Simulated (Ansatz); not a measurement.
# ZrC (P6_3/mmc) in Ansatz: further runs

One crystal, ZrC, is run at these levels: r2SCAN0 form with a typed share of exact exchange; tasks: single point.

All numbers are computed with Ansatz 0.2.0; they aren't measurements. Logs are shortened: lines on timing, memory, paths and dates and some standing lists are left out, and cuts for length are marked.

## Step 1: Starting point

The structure is hexagonal, space group P6_3/mmc (No. 194). Conventional cell: a = 3.391 Å, b = 3.391 Å, c = 5.290 Å, α = 90.00°, β = 90.00°, γ = 120.00°. Zr (site symmetry -6m2) has 6 C at 2.36 Å as nearest neighbours. C (site symmetry -3m) is surrounded by 6 Zr at 2.36 Å and 2 C at 2.65 Å.

The cell comes from a database or a generator and needn't be the stable form of this composition.

## Step 2: Single point, r2SCAN0 form with a typed share of exact exchange

Contents of input.yaml:

```yaml
crystal:
  lattice:
    - [3.3914762718, 0.0, 0.0]
    - [-1.6957381359, 2.9371046077, 0.0]
    - [0.0, 0.0, 5.290053]
  atoms:
    - { symbol: Zr, position: [0.6666666667, 0.3333333333, 0.75] }
    - { symbol: Zr, position: [0.3333333333, 0.6666666667, 0.25] }
    - { symbol: C, position: [0.0, 0.0, 0.5] }
    - { symbol: C, position: [0.0, 0.0, 0.0] }
hamiltonian:
  xc: { exchange: r2scan, correlation: r2scan, exx: { coeff: 0.35 } }
  pseudopotentials: { kind: paw }
kpoints:
  mp_grid: { grid: [5, 5, 3] }
scf:
  occupations: { method: fermi_dirac, width: 0.05 }
output:
  forces: true
  stress: true
  eigenvalues: true
  write_density: true
  write_potential: true
  elf: true
  volumetric_format: npy
```

Potentials or basis: Ansatz PAW.

Run with:

```sh
> ansatz run input.yaml --threads 2 --pin off --max-ram 5632MiB --backend cpu --events-out ev --progress --plain --runs-dir out
```

The log of the run:

```text
Warning: output.stress: scf.convergence.dr2_threshold = 1e-7 eV (the SCF's general default) is looser than the 4e-10 eV advised for a printed stress (1e-10 eV for each atom of the cell: 4). What an SCF threshold leaves in a stress goes as its square root, and in the free energy as the threshold itself, and one threshold admits the most on a small cell: of the crystals measured, under no hybrid functional and no lock of the moments, on runs that ended without the residual-converged pass, on stresses that held no estimate of that error, the worst erred by over 100 MPa in a component at 1e-7 eV an atom and by under 5 at 1e-10. Set scf.convergence.dr2_threshold to 4e-10 eV or tighter. The threshold is an SCF's pass mark: one that does not reach it within its budget of iterations ends unconverged, or closes short of it on a stop that the run arms, and scf.convergence.dr2_threshold's page says what that costs each kind of run
Warning: output.stress: scf.exx.energy_threshold = 1e-6 eV is looser than the 4e-8 eV advised for a stress under a hybrid functional (1e-8 eV for each atom of the cell: 4). Every SCF of the exchange loop can meet its threshold on dr2 while the loop round them stops early: no threshold on dr2 bounds what that leaves in the stress. Set scf.exx.energy_threshold to 4e-8 eV or tighter. The threshold is the loop's pass mark: a loop that does not reach it within its budget of cycles ends unconverged, and scf.exx.energy_threshold's page has the law
Warning: RAYON_NUM_THREADS=2 ignored (pool sized by the plan → 2); use --threads N
Engine: ansatz 0.2.0, x86_64-unknown-linux-gnu
Pseudopotentials: kind: paw
Pseudopotential: Zr, paw, valence charge 12, recommended cutoff 500 eV (meta_gga), Zr.paw.azcp
Pseudopotential: C, paw, valence charge 4, recommended cutoff 500 eV (meta_gga), C.paw.azcp
Functional definition: unnamed
  parameter a_1 = 0.35
  exchange = (1 - a_1)*r2scan_x + a_1*exact_x
  correlation = r2scan_c
Crystal: 4 atoms, lattice volume = 52.695 Å³
Basis set: ecut = 500 eV, 1339 PW (Γ), exchange–correlation on 100×100×160 points (64 copies of the dense FFT grid, shifted against one another)
Bands: 20, of which v1, the nominal top of the filled ones, is band 16 counted from 1 (15 counted from 0)
Symmetry: 24 space group operations
Space group: P63/mmc (ITA 194), of the structure as read, at distance tolerance 3.7e-5 Å
k-points: 10 of 75
Non-local potential: Zr, projectors of the file, l = 0: 3, l = 1: 2, l = 2: 2, l = 3: 2
Non-local potential: C, projectors of the file, l = 0: 2, l = 1: 2, l = 2: 1
PAW form: soft (Blöchl's): semilocal exchange-correlation on the pseudo side does not see the compensation charge
PAW frozen core: Zr, regenerated for the run's functional, and the local potential with it (the file was generated under x = pbe(κ = 0.804, μ = 0.2195149727645171), c = pbe(β = 0.06672455060314922))
PAW frozen core: C, regenerated for the run's functional, and the local potential with it (the file was generated under x = pbe(κ = 0.804, μ = 0.2195149727645171), c = pbe(β = 0.06672455060314922))
PAW one-centre angular grid: Zr, 590 points (default); XC on 160 Gauss nodes
PAW one-centre angular grid: C, 302 points (default); XC on 239 of its mesh's 2573 points in the sphere
Initial density: superposition of atomic densities (neutral atoms: chi_scale 0, normalization atom), corrected by the library's trained network
Initial wavefunctions: pseudopotential atomic-orbital guess
Functional: x = r2scan, c = r2scan; τ floored in thin density (d = 2e-4 eV/Å³), warm-up for x = 0.65 r2scan + 0.35 exact, c = r2scan; τ floored in thin density (d = 2e-4 eV/Å³)
SCF iter   1: F=—  HF=-8896.552425 eV  |F-HF|=—  |Δ(HF+E_count)|=         —  Δρ=9.87e-3  dr2=3.67e-2  dr2_τ=1.94e-1  ethr=1.77e-3  ⟨swp⟩=4.9  Hψ=833  notcnv=0
preconditioner: auto → none  [insulator: Δε(μ)=0.135 eV  Ē_g=7.696 eV  σ=0.050 eV  W_gap=0.59  n_scr=22 (ndim 8)  ℏωp=20.5 eV  f_vac=0.000  D(μ)=1.55/eV (n_scr^D=8)]
SCF iter   2: F=—  HF=-8896.645912 eV  |F-HF|=—  |Δ(HF+E_count)|=   9.35e-2  Δρ=5.31e-3  dr2=5.24e-3  dr2_τ=1.31e-3  ethr=1.15e-4  ⟨swp⟩=4.4  Hψ=652  notcnv=0  defer=1
SCF iter   3: F=—  HF=-8896.647276 eV  |F-HF|=—  |Δ(HF+E_count)|=   1.36e-3  Δρ=2.50e-3  dr2=1.74e-3  dr2_τ=1.88e-4  ethr=1.64e-5  ⟨swp⟩=3.2  Hψ=447  notcnv=0
SCF iter   4: F=—  HF=-8896.647780 eV  |F-HF|=—  |Δ(HF+E_count)|=   5.04e-4  Δρ=5.81e-4  dr2=1.92e-4  dr2_τ=2.22e-5  ethr=5.45e-6  ⟨swp⟩=3.4  Hψ=453  notcnv=0
iter 5 solved again at ethr=1.18e-8 eV; its pass at ethr=5.99e-7 eV (dr2=3.78e-6 eV) is discarded
SCF iter   5: F=—  HF=-8896.647766 eV  |F-HF|=—  |Δ(HF+E_count)|=   1.31e-5  Δρ=1.04e-4  dr2=3.17e-6  dr2_τ=3.28e-7  ethr=1.18e-8  ⟨swp⟩=4.0  Hψ=883  notcnv=0
eigensolver tolerance schedule: the retry pair's looser diagonalisation over-reported the residual by 0.19 of it (diagonalisation noise at 0.19 of the residual, at the tolerance the schedule requests for it); recorded, not acted on — ethr = c·dr2/N_el stays at c = 1.0e-1
SCF iter   6: F=—  HF=-8896.647771 eV  |F-HF|=—  |Δ(HF+E_count)|=   4.31e-6  Δρ=4.21e-5  dr2=1.19e-6  dr2_τ=3.28e-7  ethr=9.92e-9  ⟨swp⟩=4.0  Hψ=565  notcnv=0
SCF iter   7: F=—  HF=-8896.647770 eV  |F-HF|=—  |Δ(HF+E_count)|=   2.92e-7  Δρ=1.26e-5  dr2=8.93e-8  dr2_τ=3.67e-9  ethr=3.71e-9  ⟨swp⟩=3.2  Hψ=405  notcnv=0
SCF iter   8: F=—  HF=-8896.647770 eV  |F-HF|=—  |Δ(HF+E_count)|=   9.88e-9  Δρ=3.18e-6  dr2=6.30e-9  dr2_τ=1.81e-9  ethr=2.79e-10  ⟨swp⟩=4.0  Hψ=546  notcnv=0
SCF iter   9: F=—  HF=-8896.647770 eV  |F-HF|=—  |Δ(HF+E_count)|=  3.29e-10  Δρ=1.65e-6  dr2=1.86e-9  dr2_τ=1.09e-10  ethr=1.97e-11  ⟨swp⟩=2.9  Hψ=384  notcnv=0
SCF iter  10: F=-8896.647770 eV  HF=-8896.647770 eV  |F-HF|=2.36e-11  |Δ(HF+E_count)|=  1.27e-11  Δρ=2.48e-7  dr2=3.46e-11  dr2_τ=6.30e-12  ethr=5.80e-12  ⟨swp⟩=3.7  Hψ=453  notcnv=0
SCF 1 converged in 10 iterations: F = -8896.647770 eV  dr2 = 3.46e-11
Initial density: handed on by an earlier stage of this run
Initial wavefunctions: those handed on with the density
Functional: x = 0.65 r2scan + 0.35 exact, c = r2scan; τ floored in thin density (d = 2e-4 eV/Å³)
Frozen-core exchange: fock
iter 1 solved again at ethr=9.11e-5 eV; its pass at ethr=1.00e-1 eV (dr2=2.92e-2 eV) is discarded
SCF iter   1: F=—  HF=-8894.370686 eV  |F-HF|=—  |Δ(HF+E_count)|=         —  Δρ=8.17e-3  dr2=4.54e-2  dr2_τ=2.43e-3  ethr=9.11e-5  ⟨swp⟩=4.6  Hψ=1007  notcnv=0
preconditioner: auto → none  [insulator: Δε(μ)=0.693 eV  Ē_g=10.363 eV  σ=0.050 eV  W_gap=0.92  n_scr=22 (ndim 8)  ℏωp=20.5 eV  f_vac=0.000  D(μ)=0.49/eV (n_scr^D=2)]
SCF iter   2: F=—  HF=-8894.352387 eV  |F-HF|=—  |Δ(HF+E_count)|=   1.83e-2  Δρ=3.39e-3  dr2=8.37e-3  dr2_τ=1.10e-3  ethr=9.11e-5  ⟨swp⟩=3.0  Hψ=559  notcnv=0
SCF iter   3: F=—  HF=-8894.351040 eV  |F-HF|=—  |Δ(HF+E_count)|=   1.35e-3  Δρ=9.20e-4  dr2=4.89e-3  dr2_τ=8.63e-5  ethr=1.26e-5  ⟨swp⟩=3.0  Hψ=445  notcnv=0
SCF iter   4: F=—  HF=-8894.350917 eV  |F-HF|=—  |Δ(HF+E_count)|=   1.24e-4  Δρ=3.74e-4  dr2=3.06e-5  dr2_τ=5.26e-6  ethr=1.36e-6  ⟨swp⟩=3.2  Hψ=444  notcnv=0
SCF iter   5: F=—  HF=-8894.350913 eV  |F-HF|=—  |Δ(HF+E_count)|=   3.21e-6  Δρ=4.96e-5  dr2=7.56e-7  dr2_τ=2.43e-7  ethr=9.56e-8  ⟨swp⟩=3.0  Hψ=460  notcnv=0
SCF iter   6: F=-8894.350913 eV  HF=-8894.350913 eV  |F-HF|=7.55e-9  |Δ(HF+E_count)|=   2.01e-7  Δρ=5.49e-6  dr2=1.29e-8  dr2_τ=6.99e-9  ethr=2.36e-9  ⟨swp⟩=3.0  Hψ=589  notcnv=0
SCF 2 converged in 6 iterations: F = -8894.350913 eV  dr2 = 1.29e-8
hybrid outer 1: dexx = +3.111e-2 eV, tail = 1.03e-2 eV
Frozen-core exchange: fock
SCF iter   1: F=—  HF=-8894.389140 eV  |F-HF|=—  |Δ(HF+E_count)|=         —  Δρ=1.67e-3  dr2=2.16e-3  dr2_τ=4.62e-5  ethr=1.61e-4  ⟨swp⟩=3.4  Hψ=498  notcnv=0
preconditioner: auto → none  [insulator: Δε(μ)=0.949 eV  Ē_g=10.338 eV  σ=0.050 eV  W_gap=0.92  n_scr=22 (ndim 8)  ℏωp=20.5 eV  f_vac=0.000  D(μ)=0.49/eV (n_scr^D=2)]
SCF iter   2: F=—  HF=-8894.388422 eV  |F-HF|=—  |Δ(HF+E_count)|=   7.18e-4  Δρ=3.85e-4  dr2=3.39e-4  dr2_τ=4.36e-6  ethr=5.49e-6  ⟨swp⟩=3.0  Hψ=483  notcnv=0
SCF iter   3: F=-8894.390642 eV  HF=-8894.390752 eV  |F-HF|=1.11e-4  |Δ(HF+E_count)|=   2.33e-3  Δρ=5.07e-4  dr2=1.84e-4  dr2_τ=5.46e-6  ethr=1.06e-7  ⟨swp⟩=5.0  Hψ=701  notcnv=0
SCF 3 stopped early in 3 iterations: F = -8894.390642 eV  dr2 = 1.84e-4
hybrid outer 2: dexx = +3.109e-3 eV, tail = 1.26e-3 eV, Δε = 1.75e-1 eV (about 3.04e-2 eV left of the loop's levels)
Frozen-core exchange: fock
SCF iter   1: F=—  HF=-8894.390775 eV  |F-HF|=—  |Δ(HF+E_count)|=         —  Δρ=1.53e-4  dr2=2.09e-5  dr2_τ=7.33e-7  ethr=6.03e-6  ⟨swp⟩=3.8  Hψ=439  notcnv=0
preconditioner: auto → none  [insulator: Δε(μ)=0.951 eV  Ē_g=10.325 eV  σ=0.050 eV  W_gap=0.92  n_scr=22 (ndim 8)  ℏωp=20.5 eV  f_vac=0.000  D(μ)=0.49/eV (n_scr^D=2)]
SCF iter   2: F=—  HF=-8894.390773 eV  |F-HF|=—  |Δ(HF+E_count)|=   2.35e-6  Δρ=3.81e-5  dr2=9.41e-6  dr2_τ=6.11e-8  ethr=3.73e-8  ⟨swp⟩=3.6  Hψ=508  notcnv=0
SCF iter   3: F=—  HF=-8894.390897 eV  |F-HF|=—  |Δ(HF+E_count)|=   1.24e-4  Δρ=3.95e-5  dr2=8.76e-7  dr2_τ=4.25e-8  ethr=9.06e-10  ⟨swp⟩=4.8  Hψ=751  notcnv=0
SCF iter   4: F=—  HF=-8894.390897 eV  |F-HF|=—  |Δ(HF+E_count)|=   1.48e-7  Δρ=1.08e-5  dr2=2.95e-7  dr2_τ=1.26e-8  ethr=9.06e-10  ⟨swp⟩=3.9  Hψ=463  notcnv=0
SCF iter   5: F=—  HF=-8894.390897 eV  |F-HF|=—  |Δ(HF+E_count)|=   1.12e-8  Δρ=2.10e-6  dr2=2.57e-7  dr2_τ=5.48e-10  ethr=1.26e-10  ⟨swp⟩=3.1  Hψ=456  notcnv=0
SCF iter   6: F=—  HF=-8894.390899 eV  |F-HF|=—  |Δ(HF+E_count)|=   2.37e-6  Δρ=1.70e-5  dr2=7.84e-8  dr2_τ=4.69e-9  ethr=5.88e-12  ⟨swp⟩=5.9  Hψ=914  notcnv=0
SCF iter   7: F=—  HF=-8894.390899 eV  |F-HF|=—  |Δ(HF+E_count)|=   1.74e-8  Δρ=3.12e-6  dr2=1.47e-8  dr2_τ=6.64e-10  ethr=5.88e-12  ⟨swp⟩=4.0  Hψ=589  notcnv=0
SCF iter   8: F=-8894.390899 eV  HF=-8894.390899 eV  |F-HF|=1.46e-11  |Δ(HF+E_count)|=   1.12e-9  Δρ=4.30e-7  dr2=1.08e-8  dr2_τ=3.51e-11  ethr=5.88e-12  ⟨swp⟩=3.3  Hψ=443  notcnv=0
SCF 4 converged in 8 iterations: F = -8894.390899 eV  dr2 = 1.08e-8
  Residual-converged pass: ⟨swp⟩=2.0  Hψ=354  notcnv=0  max |occ|·‖R‖ = 2.3e-6 eV (tolerance 2.4e-6 eV)  dr2=1.08e-8  dr2_τ=3.65e-11  dr2_onsite=3.92e-12  max |Δocc| = 2.7e-20
hybrid outer 3: dexx = +2.817e-5 eV, tail = 4.78e-8 eV, Δε = 1.53e-2 eV (about 3.03e-4 eV left of the loop's levels)
hybrid SCF converged: 3 outer / 17 inner (+10 warm-up), last move |dexx| = 2.82e-5 eV, tail = 4.78e-8 eV
Stability not checked: this state was not tested for a lower state beside it, because the functional holds exact exchange (a hybrid, or Hartree-Fock), whose exchange loop this test does not read (fock_operator; see scf.lower_state_search)
Free energy (F): -8894.390899 eV
Frozen-core exchange: fock
Harris-Foulkes:  -8894.390899 eV  (|F-HF|=1.46e-11)
Internal energy: -8894.386309 eV  (E = F + TS)
E sigma→0 (E₀):  -8894.388604 eV
Entropy (-TS):   -0.004589 eV (-1.147 meV/atom)
Fermi energy:    15.439165 eV
--- Per-component energies (eV) ---
  E_band       = -210.624521
  E_kinetic    = 839.290239
  E_local      = -1195.511143  (includes V_loc(G=0)·N_el)
  E_nonlocal   = 203.302262
  E_hartree    = 358.002560
  E_xc         = -280.092996
  E_vxc        = -369.470659  (∫ρ·V_xc dr)
  E_exx        = -130.552071  (= α·E_x^exact, valence–valence)
  E_paw        = -6135.192392  (= ΣΔE_a)
  E_vpaw       = -159.211568  (= ΣTr[D̂ρ^β])
  E_aug_tail   = 0.000027  (compensation charges beyond the density's cutoff)
  E_vtau       = 16.075436  (kinetic-family band-sum trace: ∫τ·v_τ [+ j·A + Jᵃ·Aᵃ] dr)
  E_ewald      = -2552.342236
  E_core_change = -1.290560  (= ΣΔE_core)
  E_smearing   = -0.004589  (= −TS)
  E_closure    = -0.000000  (closes the sum)
  Σ components = -8894.390899   (vs F -8894.390899, Δ=0.00e0)
--- Forces (eV/Å), atoms counted from 1 ---
  atom   1  Zr     0.00000000    -0.00000000    -0.00000000
  atom   2  Zr    -0.00000000     0.00000000     0.00000000
  atom   3  C      0.00000000     0.00000000     0.00000000
  atom   4  C      0.00000000    -0.00000000    -0.00000000
  max |Σ_I F_I| component: 1.85e-17 eV/Å
--- Stress (GPa, compression-positive) ---
       -7.092042       0.000000      -0.000000
        0.000000      -7.092042      -0.000000
       -0.000000      -0.000000      -4.975243
  P = ⅓ Tr σ = -6.3864 GPa (-63.864 kbar)
--- Band table (eV; the first three rows and the last of 10) ---
  k-point 0: bands = ["-40.0377", "-39.9023", "-16.3682", "-15.4969", "-15.4969", "-15.4014", "-15.4014", "-15.3092", "-0.3567", "3.9560", "7.0619", "10.6292", "10.6292", "12.7657", "12.7657", "17.0305", "17.2761", "17.2761", "17.7342", "17.7342"]
  k-point 1: bands = ["-40.0039", "-39.9367", "-16.1237", "-15.5921", "-15.4722", "-15.4722", "-15.4237", "-15.4237", "0.4062", "2.3060", "9.2589", "10.8147", "10.8147", "11.7120", "11.7120", "13.1297", "18.8981", "18.8981", "19.1807", "19.1807"]
  k-point 2: bands = ["-40.0044", "-39.8909", "-16.2353", "-15.7719", "-15.6173", "-15.5950", "-15.4047", "-15.3535", "0.3763", "3.4965", "7.8601", "9.4219", "11.3170", "11.5350", "11.7446", "14.3151", "17.1896", "18.2476", "18.3344", "19.4113"]
  k-point 9: bands = ["-39.9066", "-39.8924", "-16.2240", "-16.1120", "-15.9044", "-15.7450", "-15.5417", "-15.4537", "2.0941", "2.3754", "8.7114", "9.3487", "10.3345", "11.0524", "11.6554", "13.1197", "16.7051", "18.3285", "19.9108", "20.8667"]
```

Run time: 75 s. Hardware: 2 threads of Intel Xeon at 2.50GHz (Skylake/Cascade Lake), shared host; peak memory 1.2 GiB.

Results:

- Free energy: -8894.3909 eV
- Pressure: -6.4 GPa
- Band gap on the k mesh: none (metal or under the smearing width)

Stress tensor (GPa, compression positive):
```
-7.09  0.00  0.00
 0.00 -7.09  0.00
 0.00  0.00 -4.98
```

Caveat: the k mesh is coarse (spacing up to 0.43 Å⁻¹), so the values aren't converged, least of all with exact exchange; the PAW data sets come from PBE, with cores solved anew for the run's functional, which leaves a small shift of forces and pressure; the thresholds are loose for stress.

## Step 3: Single point, r2SCAN0 form with a typed share of exact exchange

Edit input.yaml of step 2 so:

```diff
@@ -11,3 +11,3 @@
 hamiltonian:
-  xc: { exchange: r2scan, correlation: r2scan, exx: { coeff: 0.35 } }
+  xc: { exchange: r2scan, correlation: r2scan, exx: { coeff: 0.5 } }
   pseudopotentials: { kind: paw }
@@ -21,5 +21 @@
   eigenvalues: true
-  write_density: true
-  write_potential: true
-  elf: true
-  volumetric_format: npy
```

Potentials or basis: Ansatz PAW.

Run with:

```sh
> ansatz run input.yaml --threads 2 --pin off --max-ram 5632MiB --backend cpu --events-out ev --progress --plain --runs-dir out
```

Wall time 74 s (2 threads of Intel Xeon at 2.50GHz (Skylake/Cascade Lake), shared host); peak memory 1.2 GiB.

The run converged. Its results:

- Free energy: -8893.5257 eV
- Pressure: -8.0 GPa
- Band gap on the k mesh: none (metal or under the smearing width)

Stress tensor (GPa, compression positive):
```
-8.56  0.00  0.00
 0.00 -8.56  0.00
 0.00  0.00 -6.88
```

Levels at points of the mesh, in eV from the Fermi level:
```
           k point  band 12  band 13  band 14  band 15  band 16  band 17  band 18  band 19  band 20
(0.00, 0.00, 0.00)    -5.62    -5.62    -3.33    -3.33     1.75     2.01     2.01     2.51     2.51
```

Caveat: the k mesh is coarse (spacing up to 0.43 Å⁻¹), so the values aren't converged, least of all with exact exchange; the PAW data sets come from PBE, with cores solved anew for the run's functional, which leaves a small shift of forces and pressure; the thresholds are loose for stress.
